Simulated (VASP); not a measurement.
Ni: single point with PBEsol

Crystal: Ni.

```
Ni
1.0
     2.37374    0.00000    0.00000
    -1.18687    2.05572    0.00000
     0.00000    0.00000    2.30724
Ni
1
Cartesian
  0.0000 0.0000 0.0000
```

The cell was built by a generator and needn't be a form met in nature.

```
Program                : VASP 6.6.1
Task                   : single point
Functional             : PBEsol
Potentials or basis    : VASP PAW PBE potentials, release 64 (Ni)
Cutoff                 : 520 eV
k mesh                 : 9 × 9 × 8
Occupations            : gaussian, width 0.1 eV
Spin                   : collinear spin, typed start
Starting moments       : [0.6] μB
Dipole correction      : no
Further INCAR settings : ALGO = Normal; EDIFF = 1e-06; NBANDS = 15
```

* Pressure: 0.0 GPa
* Band gap on the k mesh: none (metal or under the smearing width)
* Net moment: 0.53 μB per cell
* Site moments: Ni +0.54 μB
* Valence electrons inside the program's atomic spheres: Ni 9.36

Stress tensor (GPa, compression positive):
```
 0.17  0.00  0.00
 0.00  0.17  0.00
 0.00  0.00 -0.43
```

Levels at points of the mesh, in eV from the Fermi level:
Spin up:
| k point | band 2 | band 3 | band 4 | band 5 | band 6 | band 7 | band 8 | band 9 |
| --- | --- | --- | --- | --- | --- | --- | --- | --- |
| (0.00, 0.00, 0.00) | -3.92 | -2.22 | -2.22 | -0.27 | -0.27 | 19.11 | 24.09 | 24.33 |
| (0.00, 0.00, 0.50) | -1.97 | -1.97 | -1.63 | -1.22 | -1.22 | 3.62 | 28.86 | 31.74 |
Spin down:
| k point | band 3 | band 4 | band 5 | band 6 | band 7 | band 8 |
| --- | --- | --- | --- | --- | --- | --- |
| (0.00, 0.00, 0.00) | -1.66 | -1.66 | 0.31 | 0.31 | 19.16 | 24.02 |
| (0.00, 0.00, 0.50) | -1.39 | -1.39 | -0.67 | -0.67 | 4.06 | 28.81 |

It took 18 s on 1 thread of Intel(R) Xeon(R) Platinum 8259CL CPU @ 2.50GHz (Skylake/Cascade Lake), on a shared host, peak memory 0.13 GiB.

Caveat: the PAW data sets were made with another functional, which shifts forces and pressure a little.
